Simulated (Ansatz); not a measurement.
BaO, DFT, LDA, all-electron PAW with datasets made for the crystal, scalar-relativistic (Ansatz 0.2.0), run on 1 thread of Intel(R) Xeon(R) Platinum 8488C (Sapphire Rapids) on a shared host.

The cell comes from COD entry 5910030, which wasn't checked; take it as a given geometry. It differs from other determinations. The listed cell was then made from it by scaling, straining or moving an atom.

Command: `ansatz run input.yaml --threads 1 --pin off --max-ram 3072MiB --backend cpu --events-out ev --progress --plain --runs-dir out`

```yaml
crystal:
  lattice:
    - [0.0, 2.693861799, 2.693861799]
    - [2.693861799, 0.0, 2.693861799]
    - [2.693861799, 2.693861799, 0.0]
  atoms:
    - { symbol: Ba, position: [0.0, 0.0, 0.0] }
    - { symbol: O, position: [0.5, 0.5, 0.5] }
kpoints:
  mp_grid: { grid: [8, 8, 8] }
scf:
  occupations: { method: fermi_dirac, width: 0.02 }
hamiltonian:
  xc: lda
  pseudopotentials: { kind: all_electron, datasets: crystal }
output:
  forces: true
  stress: true
  eigenvalues: true
  efg: { contact_densities: true }
```

Question: How large is the problem that the program sets up?

Answer: 29 irreducible k-points, 531 plane waves at Γ, 12 bands.

Question: Estimate the wall time and the peak memory.

Answer: 5.2 s of wall time for 11 SCF iterations, with a peak of 0.48 GiB. Times on shared machines scatter by tens of per cent.
